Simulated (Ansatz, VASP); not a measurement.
ZnS in VASP and in Ansatz

File INCAR:

```
SYSTEM = ZnS
  PREC = Accurate
  ENCUT = 520
  EDIFF = 1E-8
  ISMEAR = -1
  SIGMA = 0.01
  LREAL = .False.
  LASPH = .True.
  NELM = 80
  ALGO = Normal
  ISIF = 2
  LWAVE = .False.
  LCHARG = .False.
  GGA = PE
  LEFG = .True.
  NBANDS = 16
```

Contents of KPOINTS:

```
regular mesh
0
Gamma
  8 8 8
  0 0 0
```

POSCAR

```
ZnS
1.0
    0.0000000000      2.6864974396      2.6864974396
    2.6864974396      0.0000000000      2.6864974396
    2.6864974396      2.6864974396      0.0000000000
Zn S
1 1
Direct
    0.0000000000      0.0000000000      0.0000000000
    0.7500000000      0.7500000000      0.7500000000
```

Input for Ansatz:

```yaml
crystal:
  lattice:
    - [0.0, 2.6864974396, 2.6864974396]
    - [2.6864974396, 0.0, 2.6864974396]
    - [2.6864974396, 2.6864974396, 0.0]
  atoms:
    - { symbol: Zn, position: [0.0, 0.0, 0.0] }
    - { symbol: S, position: [0.75, 0.75, 0.75] }
kpoints:
  mp_grid: { grid: [8, 8, 8] }
scf:
  occupations: { method: fermi_dirac, width: 0.01 }
hamiltonian:
  xc: pbe
  pseudopotentials: { kind: all_electron, datasets: crystal }
output:
  forces: true
  stress: true
  eigenvalues: true
  efg: { contact_densities: true }
```

Change from the starting cell: volume scaled by 0.98, crystal datasets.

Alike in both runs: task electric field gradients; functional PBE; k mesh 8 × 8 × 8; occupations fermi-dirac, width 0.01 eV; no spin polarisation.

```csv
,VASP,Ansatz
version,VASP 6.6.1,Ansatz 0.2.0
potentials or method,"VASP PAW PBE potentials, release 64 (Zn, S)","all-electron PAW with datasets made for the crystal, scalar-relativistic"
plane-wave cutoff (eV),520,see its input
```

Ansatz gave:

```
gap on the k mesh at the Fermi level (eV)                      : 2.19
pressure (GPa)                                                 : 3.0
Vzz of the field gradient on the site that differs most (V/Å²) : 0.0
```

Q: Estimate VASP's values.

A: gap on the k mesh at the Fermi level (eV): 2.19; pressure (GPa): 3.1; Vzz of the field gradient on the site that differs most (V/Å²): 0.0.

Ansatz ran all-electron here, so the differences hold the error of VASP's frozen core and of both bases.
